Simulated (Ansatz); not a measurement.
SrO in the rocksalt structure, relaxed with r2SCAN, was run in Ansatz 0.2.0 under altered settings. All numbers are computed, without spin polarisation but where a row says otherwise.

```yaml
crystal:
  lattice:
    - [0.00000, 2.57989, 2.57989]
    - [2.57989, 0.00000, 2.57989]
    - [2.57989, 2.57989, 0.00000]
  atoms:
    - { symbol: Sr, position: [0.00000, 0.00000, 0.00000] }
    - { symbol: O, position: [0.50000, 0.50000, 0.50000] }
```

The base run's other keys:
```yaml
kpoints:
  mp_grid: { grid: [4, 4, 4] }
hamiltonian:
  xc: hse06
scf:
  occupations: { method: fixed }
  n_extra_bands: 4
```

It takes 12 iterations with 645 plane waves at 420 eV and 8 k points, and leaves a mean stress of -0.31 GPa. The gap over this mesh is 4.793 eV. It ran on 4 threads of Arm Neoverse N1 (shared host).

Outcomes, with energy and stress as changes against the base:
```tsv
setting	outcome	ΔF (meV/atom)	Δ mean stress (GPa)	gap on the mesh (eV)	iterations	wall time
scf.exx.ecutfock_ratio: 1	converged	+16.6	0.0	4.792	12	3.6 s
PBE hybrid, exx coeff 1.0, omega 0.2078 1/Å	converged	–	-6.0	9.717	21	5.7 s
PBE hybrid, exx coeff 0.5, unscreened	converged	–	-2.2	7.849	18	5 s
PBE hybrid, exx coeff 0.2, omega 0.5 1/Å	converged	–	+0.6	3.978	10	4.3 s
crystal.symmetry.detect: false	converged, warned	0.0	0.0	4.793	12	21 s
```
A dash marks a value that wasn't obtained or can't be compared. Stress is positive in compression. The base took 4.4 s.

- scf.exx.ecutfock_ratio: 1. The free energy moves by +16.6 meV an atom, the mean stress by 0.0 GPa and the gap on the mesh by -0.001 eV (to 4.792). The result is sensitive to this setting.
- PBE hybrid, exx coeff 1.0, omega 0.2078 1/Å. That is 100 % exact exchange, screened with ω = 0.2078 1/Å, against HSE06's 25 % screened at 0.208 1/Å. The mean stress moves by -6.0 GPa and the gap on the mesh by +4.924 eV (to 9.717). Totals of different functionals aren't comparable.
- PBE hybrid, exx coeff 0.5, unscreened. That is 50 % exact exchange, at all ranges, against HSE06's 25 % screened at 0.208 1/Å. The mean stress moves by -2.2 GPa and the gap on the mesh by +3.056 eV (to 7.849). Totals of different functionals aren't comparable.
- PBE hybrid, exx coeff 0.2, omega 0.5 1/Å. That is 20 % exact exchange, screened with ω = 0.5 1/Å, against HSE06's 25 % screened at 0.208 1/Å. The mean stress moves by +0.6 GPa and the gap on the mesh by -0.815 eV (to 3.978). Totals of different functionals aren't comparable.
- crystal.symmetry.detect: false. It converges in 12 iterations, as the base does, on 64 k points in place of 8. This key steers the way to the solution, not the solution: the results stay as they were. Warned: hybrid solves reversed points apart.

Within 1 meV an atom, 0.1 GPa and 0.005 eV of the base stay: crystal.symmetry.detect: false.

The stress of a hybrid is loosely converged in these runs.

The meshes of the hybrids are coarse, so their gaps aren't converged to the digits shown.
